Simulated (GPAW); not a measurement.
Te2Mo:

```
Te Mo
1.0
     3.51820    0.00000    0.00000
    -1.75910    3.04685    0.00000
     0.00000    0.00000   13.97360
Te Mo
4 2
Direct
  0.66667 0.33333 0.37900
  0.33333 0.66667 0.87900
  0.66667 0.33333 0.12100
  0.33333 0.66667 0.62100
  0.66667 0.33333 0.75000
  0.33333 0.66667 0.25000
```

Base run:

* Program: GPAW 26.7.0
* Functional: PBEsol
* Potentials or basis: PAW data sets generated in the run's folder for this functional
* Cutoff: 600 eV
* Basis: pw
* k mesh: 6 × 6 × 2
* Occupations: fermi-dirac, width 0.05 eV
* Spin: no spin polarisation
* Hubbard terms: Mo d U = 2 eV

Its results: band gap on the k mesh 0.79 eV, indirect (least direct gap 1.03 eV); pressure -1.7 GPa; largest force 0.154 eV/Å.

Question: The run is repeated on the same cell with these changes: hubbard terms from Mo d U = 2 eV to Mo d U = 6 eV. What comes out?

Answer: Band gap on the k mesh 0.53 eV, indirect (least direct gap 1.27 eV); pressure -1.7 GPa; largest force 0.126 eV/Å.

Caveats: spin-orbit coupling is left out, which moves the levels of the heavy elements; the mesh misses the band edges, which the band path finds closer together; this functional lacks dispersion, which binds the layers, so the pressure and a relaxed spacing across them are unreliable; the U is typed as a test and isn't derived for this compound.
